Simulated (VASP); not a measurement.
# Hf in VASP: further runs, part 2 of 2

VASP 6.6.1. Earlier steps stand in the parts before.

## (3) Work function, PBE

INCAR reads:

```
PREC     = Accurate       # precision mode
ENCUT    = 520            # plane-wave cutoff, eV
EDIFF    = 1E-6           # SCF threshold, eV
ISMEAR   = -1             # smearing method
SIGMA    = 0.05           # smearing width, eV
LREAL    = F              # projectors in reciprocal space
LASPH    = T              # aspherical terms in the spheres
NELM     = 80             # most SCF steps
ALGO     = Normal         # electronic algorithm
ISIF     = 2              # what is computed and relaxed
LWAVE    = F              # write WAVECAR
LCHARG   = T              # write CHGCAR
LDIPOL   = T            
IDIPOL   = 3            
DIPOL    = 0.5 0.5 0.294
GGA      = PE             # functional
LELF     = T              # ELF
LVHAR    = T            
LVACPOTAV= T
```

KPOINTS reads:

```
regular mesh
0
Gamma
  10 10 1
```

POSCAR reads:

```
Hf
1.0
    2.7787600000      0.0000000000      0.0000000000
    0.0000000000      2.7787600000      0.0000000000
    0.0000000000      0.0000000000     23.8000000000
Hf
1
Direct
    0.0000000000      0.0000000000      0.2941200000
```

Potentials or basis: VASP PAW PBE potentials, release 64 (Hf_pv).

Run with:

```bash
> cat potpaw_PBE.64/Hf_pv/POTCAR > POTCAR
> mpirun -np 1 vasp_std > vasp.out
```

OUTCAR:

```text
PREC = Accurate
   ENCUT = 520
   EDIFF = 1E-6
   ISMEAR = -1
   LREAL = F
   LASPH = T
   NELM = 80
   ISIF = 2
   GGA = PE

 ion  position               nearest neighbor table
   1  0.000  0.000  0.294-

  LATTYP: Found a simple tetragonal cell.
 ALAT       =     2.7787600000
 C/A-ratio  =     8.5649714261

  Lattice vectors:

 A1 = (   2.7787600000,   0.0000000000,   0.0000000000)
 A2 = (   0.0000000000,   2.7787600000,   0.0000000000)
 A3 = (   0.0000000000,   0.0000000000,  23.8000000000)

Analysis of symmetry for initial positions (statically):
=====================================================================
 Subroutine PRICEL returns:
 Original cell was already a primitive cell.

 Routine SETGRP: Setting up the symmetry group for a
 simple tetragonal supercell.

 Subroutine GETGRP returns: Found 16 space group operations
 (whereof  8 operations were pure point group operations)
 out of a pool of 16 trial point group operations.

The static configuration has the point symmetry C_4v.
 The point group associated with its full space group is D_4h.

Analysis of symmetry for dynamics (positions and initial velocities):
=====================================================================
 Subroutine PRICEL returns:
 Original cell was already a primitive cell.

 Routine SETGRP: Setting up the symmetry group for a
 simple tetragonal supercell.

 Subroutine GETGRP returns: Found 16 space group operations
 (whereof  8 operations were pure point group operations)
 out of a pool of 16 trial point group operations.

The dynamic configuration has the point symmetry C_4v.
 The point group associated with its full space group is D_4h.

 Subroutine INISYM returns: Found 16 space group operations
 (whereof  8 operations are pure point group operations),
 and found     1 'primitive' translations

----------------------------------------------------------------------------------------

[... 113 lines left out ...]
   AEXX    =    0.0000 exact exchange contribution
   IVDW    =     0    specifies the selected vdW correction
   LEPSILON=     F    determine dielectric tensor
   LRPA    =     F    only Hartree local field effects (RPA)
 non-spin polarized calculation
  energy-cutoff  :      520.00
  volume of cell :      183.77
 maximum number of plane-waves:      4993
 NGX is ok and might be reduce to    24
   NGX = 11   NGY = 11   NGZ = 89

 dipolmoment           0.000000      0.000000     -0.000001 electrons x Angstroem

 number of electron      10.0000000 magnetization

 dipolmoment           0.000000      0.000000      0.000002 electrons x Angstroem

 Free energy of the ion-electron system (eV)
  ---------------------------------------------------
  ext. energy  EPLUGINS =         0.00000000
  ---------------------------------------------------
  free energy    TOTEN  =        -7.47039979 eV

  energy without entropy =       -7.44911735  energy(sigma->0) =       -7.45975857

 E-fermi :  -3.0899     XC(G=0):  -2.1609

 val. band max:       -3.0906157296   @ k =   0.2000   0.1000   0.0000
 cond. band min:      -3.0855653119   @ k =   0.1000   0.1000   0.0000
 fundamental gap:      0.0050504177
 Fermi energy:        -3.0899331579

 k-point     1 :       0.0000    0.0000    0.0000
  band No.  band energies     occupation
      1     -34.0702      2.00000
      2     -33.0950      2.00000
      3     -33.0950      2.00000
      4      -8.3202      2.00000
      5      -4.6387      2.00000
      6      -3.4319      1.99786
      7      -2.8465      0.01525
      8       0.8619      0.00000
      9       1.0964      0.00000
[... 229 lines left out ...]
 k-point    21 :       0.5000    0.5000    0.0000
  band No.  band energies     occupation
      1     -34.2484      2.00000
      2     -34.2484      2.00000
      3     -33.7627      2.00000
      4      -5.9758      2.00000
      5      -2.6727      0.00048
      6      -2.6727      0.00048
      7       0.2028      0.00000
      8       4.0484      0.00000
      9       4.0484      0.00000

------------------------ aborting loop because EDIFF is reached ----------------------------------------

  FORCE on cell =-STRESS in cart. coord.  units (eV):
  Direction    XX          YY          ZZ          XY          YZ          ZX
  --------------------------------------------------------------------------------------
  -------------------------------------------------------------------------------------
  Total       -0.1874484     -0.1874484     -0.0030414      0.0000000      0.0000000     -0.0000000
  in kB       -1.6342305     -1.6342305     -0.0265156      0.0000000      0.0000000     -0.0000000
  external PRESSURE =      -1.0983255 kB  Pullay stress =       0.0000000 kB

 VOLUME and BASIS-vectors are now :
 -----------------------------------------------------------------------------
  energy-cutoff  :      520.00
  volume of cell :      183.77
      direct lattice vectors                 reciprocal lattice vectors
     2.778760000  0.000000000  0.000000000     0.359872749  0.000000000  0.000000000
     0.000000000  2.778760000  0.000000000     0.000000000  0.359872749  0.000000000
     0.000000000  0.000000000 23.800000000     0.000000000  0.000000000  0.042016807

 POSITION                                       TOTAL-FORCE (eV/Angst)
 -----------------------------------------------------------------------------------
      0.00000      0.00000      7.00006         0.000000      0.000000      0.000000
 -----------------------------------------------------------------------------------
    total drift:                                0.000000      0.000000      0.000021

  FREE ENERGIE OF THE ION-ELECTRON SYSTEM (eV)
  ---------------------------------------------------
  free  energy   TOTEN  =        -7.4703997895 eV

  energy  without entropy=       -7.4491173515  energy(sigma->0) =       -7.45975857

 vacuum level on the upper side and lower side of the slab         1.194         1.194
```

OSZICAR:

```text
N       E                     dE             d eps       ncg     rms          rms(c)
DAV:   1     0.906837415144E+01    0.90684E+01   -0.52555E+03   546   0.772E+02
DAV:   2    -0.695423150125E+01   -0.16023E+02   -0.15563E+02   667   0.816E+01
DAV:   3    -0.787961602000E+01   -0.92538E+00   -0.87377E+00   532   0.138E+01
[... 12 lines left out ...]
DAV:  16    -0.747036259310E+01   -0.43479E-04   -0.22995E-06   464   0.639E-03    0.329E-03
DAV:  17    -0.747038800952E+01   -0.25416E-04   -0.13790E-06   437   0.315E-03    0.755E-04
DAV:  18    -0.747039593792E+01   -0.79284E-05   -0.45480E-07   372   0.159E-03    0.448E-04
DAV:  19    -0.747039952279E+01   -0.35849E-05   -0.29913E-07   359   0.106E-03    0.261E-04
DAV:  20    -0.747039978950E+01   -0.26671E-06   -0.66723E-09   317   0.247E-04
   1 F= -.74703998E+01 E0= -.74597586E+01  d E =-.212824E-01
```

stdout:

```text
POSCAR found type information on POSCAR Hf
 POSCAR found :  1 types and       1 ions
 scaLAPACK will be used
 LDA part: xc-table for (Slater+PW92), standard interpolation
 POSCAR, INCAR and KPOINTS ok, starting setup
 FFT: planning ... GRIDC
 FFT: planning ... GRID_SOFT
 FFT: planning ... GRID
 WAVECAR not read
 entering main loop
 -----------------------------------------------------------------------------
|                                                                             |
|           W    W    AA    RRRRR   N    N  II  N    N   GGGG   !!!           |
|           W    W   A  A   R    R  NN   N  II  NN   N  G    G  !!!           |
|           W    W  A    A  R    R  N N  N  II  N N  N  G       !!!           |
|           W WW W  AAAAAA  RRRRR   N  N N  II  N  N N  G  GGG   !            |
|           WW  WW  A    A  R   R   N   NN  II  N   NN  G    G                |
|           W    W  A    A  R    R  N    N  II  N    N   GGGG   !!!           |
|                                                                             |
|     Did not find any points to average over, which means that no vacuum     |
|     field-free region was found. Please increase the size of  your cell     |
|     in the dimension of the dipole correction to obtain accurate            |
|     workfunction values.                                                    |
|                                                                             |
 -----------------------------------------------------------------------------
```

Wall time 40 s (1 thread of Intel Xeon Platinum 8375C at 2.90GHz (Ice Lake), shared host); peak memory 0.32 GiB.

What came out:

```
Free energy                     : -7.4704 eV
Band gap on the k mesh          : none (metal or under the smearing width)
Work function of the upper face : 4.28 eV
Work function of the lower face : 4.28 eV
```

The run has no spin-orbit coupling, so splittings on Hf are missing.

## (4) The reference run

An earlier run on the cell as given: functional PBE; potentials or basis VASP PAW PBE potentials, release 64 (Hf_pv); cutoff 520 eV; k mesh 10 × 10 × 1; occupations fermi-dirac, width 0.05 eV; no spin polarisation.

* Band gap on the k mesh: none (metal or under the smearing width)
* Work function of the upper face: 4.28 eV
* Work function of the lower face: 4.28 eV

## (5) Overview

| task | level | potentials or basis | gap on the mesh (eV) | work function (eV) |
| --- | --- | --- | --- | --- |
| work function | LDA | VASP PAW LDA potentials, release 64 (Hf_pv) | none | 4.49 |
| work function | PBE | VASP PAW PBE potentials, release 64 (Hf_pv) | none | 4.28 |
| single point | PBE | VASP PAW PBE potentials, release 64 (Hf_pv) | none | 4.28 |

Alike in all rows: no spin polarisation; cell as given; k mesh 10 × 10 × 1; cutoff (eV) 520; smearing fermi-dirac 0.05 eV.

Absolute energies hang on the potentials; compare differences alone.
